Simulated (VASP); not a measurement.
# Cd (Fm-3m) in VASP: single point with PBE

Aim: the single point of Cd with PBE.

Program: VASP 6.6.1. These are calculated values, not measurements. Logs are shortened: lines on timing, memory, paths and dates and some standing lists are left out, and cuts for length are marked.

## 1. The crystal as given

Symmetry: Fm-3m, No. 225, cubic system. Conventional cell: a = 4.436 Å, b = 4.436 Å, c = 4.436 Å, α = 90.00°, β = 90.00°, γ = 90.00°. Around Cd (site symmetry m-3m) lie 12 Cd at 3.14 Å.

This isn't the form of Cd at room conditions, which is hcp.

## 2. Single point, PBE

The input, INCAR:

```
SYSTEM = Cd
PREC     = Accurate       ! precision mode
ENCUT    = 520            ! plane-wave cutoff, eV
EDIFF    = 1E-7           ! SCF threshold, eV
ISMEAR   = 0              ! smearing method
SIGMA    = 0.1            ! smearing width, eV
LREAL    = .FALSE.        ! projectors in reciprocal space
LASPH    = .TRUE.         ! aspherical terms in the spheres
NELM     = 100            ! most SCF steps
ALGO     = Normal         ! electronic algorithm
ISIF     = 2              ! what is computed and relaxed
LWAVE    = .FALSE.        ! write WAVECAR
LCHARG   = .FALSE.        ! write CHGCAR
GGA      = PE             ! functional
NBANDS   = 12             ! bands
```

The input, KPOINTS:

```
regular mesh
0
G
  8 8 8
  0 0 0
```

The input, POSCAR:

```
Cd
1.0
    0.0000000000      2.2181497500      2.2181497500
    2.2181497500      0.0000000000      2.2181497500
    2.2181497500      2.2181497500      0.0000000000
Cd
1
Direct
    0.0000000000      0.0000000000      0.0000000000
```

Potentials or basis: VASP PAW PBE potentials, release 64 (Cd).

Launch:

```sh
$ cat potpaw_PBE.64/Cd/POTCAR > POTCAR
$ mpirun -np 1 vasp_std > vasp.out
```

OUTCAR:

```text
SYSTEM = Cd
   PREC = Accurate
   ENCUT = 520
   EDIFF = 1E-7
   ISMEAR = 0
   LREAL = .FALSE.
   LASPH = .TRUE.
   NELM = 100
   ISIF = 2
   GGA = PE

 ion  position               nearest neighbor table
   1  0.000  0.000  0.000-

  LATTYP: Found a face centered cubic cell.
 ALAT       =     4.4362995000

  Lattice vectors:

 A1 = (   0.0000000000,   2.2181497500,   2.2181497500)
 A2 = (   2.2181497500,   0.0000000000,   2.2181497500)
 A3 = (   2.2181497500,   2.2181497500,   0.0000000000)

Analysis of symmetry for initial positions (statically):
=====================================================================
 Subroutine PRICEL returns:
 Original cell was already a primitive cell.

 Routine SETGRP: Setting up the symmetry group for a
 face centered cubic supercell.

 Subroutine GETGRP returns: Found 48 space group operations
 (whereof 48 operations were pure point group operations)
 out of a pool of 48 trial point group operations.

The static configuration has the point symmetry O_h .

Analysis of symmetry for dynamics (positions and initial velocities):
=====================================================================
 Subroutine PRICEL returns:
 Original cell was already a primitive cell.

 Routine SETGRP: Setting up the symmetry group for a
 face centered cubic supercell.

 Subroutine GETGRP returns: Found 48 space group operations
 (whereof 48 operations were pure point group operations)
 out of a pool of 48 trial point group operations.

The dynamic configuration has the point symmetry O_h .

 Subroutine INISYM returns: Found 48 space group operations
 (whereof 48 operations are pure point group operations),
 and found     1 'primitive' translations

----------------------------------------------------------------------------------------

                                     Primitive cell

  volume of cell :      21.8274

  direct lattice vectors                    reciprocal lattice vectors
     0.000000000  2.218149750  2.218149750    -0.225413095  0.225413095  0.225413095
     2.218149750  0.000000000  2.218149750     0.225413095 -0.225413095  0.225413095
     2.218149750  2.218149750  0.000000000     0.225413095  0.225413095 -0.225413095

  length of vectors
     3.136937460  3.136937460  3.136937460     0.390426933  0.390426933  0.390426933

  position of ions in fractional coordinates (direct lattice)
     0.000000000  0.000000000  0.000000000

  ion indices of the primitive-cell ions
   primitive index   ion index
                 1           1

----------------------------------------------------------------------------------------

 KPOINTS: regular mesh

Automatic generation of k-mesh.
 Grid dimensions read from file:
 generate k-points for:    8    8    8

 Generating k-lattice:

  Cartesian coordinates                     Fractional coordinates (reciprocal lattice)
    -0.028176637  0.028176637  0.028176637     0.125000000  0.000000000  0.000000000
     0.028176637 -0.028176637  0.028176637     0.000000000  0.125000000  0.000000000
     0.028176637  0.028176637 -0.028176637     0.000000000  0.000000000  0.125000000

  Length of vectors
     0.048803367  0.048803367  0.048803367

  Shift w.r.t. Gamma in fractional coordinates (k-lattice)
     0.000000000  0.000000000  0.000000000

 Subroutine IBZKPT returns following result:
 ===========================================

 Found     29 irreducible k-points:

 Following reciprocal coordinates:
            Coordinates               Weight
  0.000000  0.000000  0.000000      1.000000
  0.125000  0.000000  0.000000      8.000000
  0.250000  0.000000  0.000000      8.000000
  0.375000  0.000000  0.000000      8.000000
  0.500000  0.000000  0.000000      4.000000
  0.125000  0.125000  0.000000      6.000000
[... 16 lines left out ...]
  0.500000  0.250000  0.125000     48.000000
 -0.375000  0.250000  0.125000     24.000000
 [... further k-points ...]
   k-points           NKPTS =     29   k-points in BZ     NKDIM =     29   number of bands    NBANDS=     12
   number of dos      NEDOS =    301   number of ions     NIONS =      1
   total plane-waves  NPLWV =  13824
   dimension x,y,z NGX =    24 NGY =   24 NGZ =   24
   dimension x,y,z NGXF=    48 NGYF=   48 NGZF=   48
   ions per type =               1
   NGX,Y,Z   is equivalent  to a cutoff of  12.72, 12.72, 12.72 a.u.
   NGXF,Y,Z  is equivalent  to a cutoff of  25.44, 25.44, 25.44 a.u.
 SYSTEM =  Cd
   PREC   = accura    normal or accurate (medium, high low for compatibility)
   ISTART =      0    job   : 0-new  1-cont  2-samecut
   ICHARG =      2    charge: 1-file 2-atom 10-const
   ISPIN  =      1    spin polarized calculation?
   LNONCOLLINEAR =      F non collinear calculations
   LSORBIT =      F    spin-orbit coupling
   LASPH  =      T    aspherical Exc in radial PAW
   ENCUT  =  520.0 eV  38.22 Ry    6.18 a.u.   5.83  5.83  5.83*2*pi/ulx,y,z
   NELM   =    100;   NELMIN=  2; NELMDL= -5     # of ELM steps
   EDIFF  = 0.1E-06   stopping-criterion for ELM
   LREAL  =      F    real-space projection
   EDIFFG = 0.1E-05   stopping-criterion for IOM
   NSW    =      0    number of steps for IOM
   IBRION =     -1    ionic relax: 0-MD 1-quasi-New 2-CG
   NFREE  =      0    steps in history (QN), initial steepest desc. (CG)
   ISIF   =      2    stress and relaxation
   ISYM   =      2    0-nonsym 1-usesym 2-fastsym
   POTIM  = 0.5000    time-step for ionic-motion
   TEBEG  =    0.0;   TEEND  =   0.0 temperature during run
   PSTRESS=    0.0 pullay stress
   NELECT =      12.0000    total number of electrons
   NUPDOWN=      -1.0000    fix difference up-down
   EMIN   =  10.00;   EMAX   =-10.00  energy-range for DOS
   EFERMI =   0.00;   METHOD = LEGACY
   ISMEAR =     0;   SIGMA  =   0.10  broadening in eV -4-tet -1-fermi 0-gaus
   EFERMI_NEDOS =   21; number of points for ismear=-14 and -15
   IALGO  =     38    algorithm
   IMIX   =      4    mixing-type and parameters
     AMIX     =   0.40;   BMIX     =  1.00
     AMIX_MAG =   1.60;   BMIX_MAG =  1.00
  volume/ion in A,a.u.               =      21.83       147.30
  Fermi-wavevector in a.u.,A,eV,Ry     =   1.341120  2.534350 24.471486  1.798604
  Thomas-Fermi vector in A             =   2.469379
   LORBIT       =      0    0 simple, 1 ext, 2 COOP (PROOUT), +10 PAW based schemes
   GGA     = PE    functional components
   LHFCALC =     F    Hartree Fock is set to
   AEXX    =    0.0000 exact exchange contribution
   IVDW    =     0    specifies the selected vdW correction
   LEPSILON=     F    determine dielectric tensor
   LRPA    =     F    only Hartree local field effects (RPA)
 non-spin polarized calculation
 Gauss-broadening in eV      SIGMA  =   0.10
  energy-cutoff  :      520.00
  volume of cell :       21.83
 maximum number of plane-waves:       609
   NGX = 11   NGY = 11   NGZ = 11

 number of electron      12.0000003 magnetization

 Free energy of the ion-electron system (eV)
  ---------------------------------------------------
  ext. energy  EPLUGINS =         0.00000000
  ---------------------------------------------------
  free energy    TOTEN  =        -0.72835522 eV

  energy without entropy =       -0.72473342  energy(sigma->0) =       -0.72654432

 E-fermi :   2.5341     XC(G=0): -10.9867

 val. band max:        2.4272692434   @ k =  -0.3750   0.3750   0.1250
 cond. band min:       2.5901182916   @ k =   0.5000   0.1250   0.0000
 fundamental gap:      0.1628490482
 Fermi energy:         2.5341066476

 k-point     1 :       0.0000    0.0000    0.0000
  band No.  band energies     occupation
      1      -6.2988      2.00000
      2      -6.2988      2.00000
      3      -6.2988      2.00000
      4      -5.9501      2.00000
      5      -5.8446      2.00000
      6      -5.8446      2.00000
      7      16.7356      0.00000
      8      17.7927      0.00000
      9      17.7927      0.00000
     10      17.7927      0.00000
     11      21.1606      0.00000
     12      21.1606      0.00000

 k-point     2 :       0.1250    0.0000    0.0000
  band No.  band energies     occupation
      1      -6.3588      2.00000
      2      -6.2415      2.00000
      3      -6.2415      2.00000
      4      -5.8532      2.00000
      5      -5.8532      2.00000
      6      -5.5212      2.00000
      7      13.8392      0.00000
      8      16.9698      0.00000
      9      17.2450      0.00000
     10      17.2450      0.00000
     11      21.4397      0.00000
     12      22.0970      0.00000

 k-point     3 :       0.2500    0.0000    0.0000
  band No.  band energies     occupation
      1      -6.5401      2.00000
      2      -6.1997      2.00000
      3      -6.1997      2.00000
      4      -5.7686      2.00000
      5      -5.7686      2.00000
      6      -4.1936      2.00000
      7       9.0914      0.00000
      8      16.3681      0.00000
      9      16.3681      0.00000
     10      16.6919      0.00000
     11      20.9373      0.00000
     12      21.0370      0.00000
[... 286 lines left out ...]
 k-point    23 :       0.5000    0.2500    0.1250
  band No.  band energies     occupation
      1      -6.5301      2.00000
      2      -6.3538      2.00000
      3      -6.0809      2.00000
      4      -5.8525      2.00000
      5      -5.5733      2.00000
      6      -0.8160      2.00000
      7       5.7411      0.00000
      8       9.7578      0.00000
      9      11.9892      0.00000
     10      17.2738      0.00000
     11      20.1342      0.00000
     12      22.3335      0.00000

 k-point    24 :      -0.3750    0.2500    0.1250
  band No.  band energies     occupation
      1      -6.5285      2.00000
      2      -6.4223      2.00000
      3      -5.9892      2.00000
      4      -5.9158      2.00000
      5      -5.5000      2.00000
      6       2.0240      2.00000
      7       2.2019      2.00000
      8      10.0964      0.00000
      9      10.8508      0.00000
     10      17.0385      0.00000
     11      20.1934      0.00000
     12      25.2281      0.00000

 [... further k-points ...]
[... 5 lines left out ...]
  --------------------------------------------------------------------------------------
  -------------------------------------------------------------------------------------
  Total        0.3525281      0.3525281      0.3525281      0.0000000     -0.0000000      0.0000000
  in kB       25.8762729     25.8762729     25.8762729      0.0000000     -0.0000000      0.0000000
  external PRESSURE =      25.8762729 kB  Pullay stress =       0.0000000 kB

 VOLUME and BASIS-vectors are now :
 -----------------------------------------------------------------------------
  energy-cutoff  :      520.00
  volume of cell :       21.83
      direct lattice vectors                 reciprocal lattice vectors
     0.000000000  2.218149750  2.218149750    -0.225413095  0.225413095  0.225413095
     2.218149750  0.000000000  2.218149750     0.225413095 -0.225413095  0.225413095
     2.218149750  2.218149750  0.000000000     0.225413095  0.225413095 -0.225413095

 POSITION                                       TOTAL-FORCE (eV/Angst)
 -----------------------------------------------------------------------------------
      0.00000      0.00000      0.00000         0.000000      0.000000      0.000000
 -----------------------------------------------------------------------------------
    total drift:                               -0.000000      0.000000      0.000000

  FREE ENERGIE OF THE ION-ELECTRON SYSTEM (eV)
  ---------------------------------------------------
  free  energy   TOTEN  =        -0.7283552178 eV

  energy  without entropy=       -0.7247334232  energy(sigma->0) =       -0.72654432
```

Wall time 5.5 s (1 thread of AMD EPYC 9R14 (Zen 4), shared host); peak memory 0.1 GiB.

What came out:

- Free energy: -0.7284 eV
- Pressure: 2.6 GPa
- Band gap on the k mesh: none (metal or under the smearing width)
